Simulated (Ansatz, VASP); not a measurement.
Two plane-wave programs on Ag

Contents of INCAR:

```
SYSTEM = Ag
ALGO = Fast ; EDIFF = 1E-6
ENCUT = 520 ; GGA = PE
ISIF = 2 ; ISMEAR = 0
LASPH = .TRUE. ; LCHARG = .TRUE.
LELF = .TRUE. ; LREAL = .FALSE.
LVHAR = .TRUE. ; LWAVE = .FALSE.
NBANDS = 12 ; NELM = 100
PREC = Accurate ; SIGMA = 0.05
```

KPOINTS

```
k-points
0
G
  18 18 18
  0 0 0
```

File POSCAR:

```
Ag
1.0
    0.0000000000      2.0427500000      2.0427500000
    2.0427500000      0.0000000000      2.0427500000
    2.0427500000      2.0427500000      0.0000000000
Ag
1
Direct
    0.0000000000      0.0000000000      0.0000000000
```

Input for Ansatz:

```yaml
crystal:
  lattice:
    - [0.0, 2.04275, 2.04275]
    - [2.04275, 0.0, 2.04275]
    - [2.04275, 2.04275, 0.0]
  atoms:
    - { symbol: Ag, position: [0.0, 0.0, 0.0] }
basis:
  ecutwfc: 420
  ecutrho_ratio: 4
kpoints:
  mp_grid: { grid: [18, 18, 18] }
hamiltonian:
  xc: pbe
scf:
  occupations: { method: gaussian, width: 0.05 }
output:
  forces: true
  stress: true
  eigenvalues: true
```

Alike in both runs: task single point; functional PBE; k mesh 18 × 18 × 18; occupations gaussian, width 0.05 eV; no spin polarisation.

```csv
,VASP,Ansatz
version,VASP 6.6.1,Ansatz 0.2.0
potentials or method,"VASP PAW PBE potentials, release 64 (Ag)","scalar-relativistic, plane waves, PAW"
plane-wave cutoff (eV),520,420
valence electrons in the cell,11,19
```

Ansatz gave:

```
gap on the k mesh at the Fermi level (eV) : none
pressure (GPa)                            : 4.7
```

Estimate VASP's values.

gap on the k mesh at the Fermi level (eV): none; pressure (GPa): 4.6.

A gap of «none» marks a metal or a gap that the smearing closes. The two sets of potentials don't hold the same shells in valence.
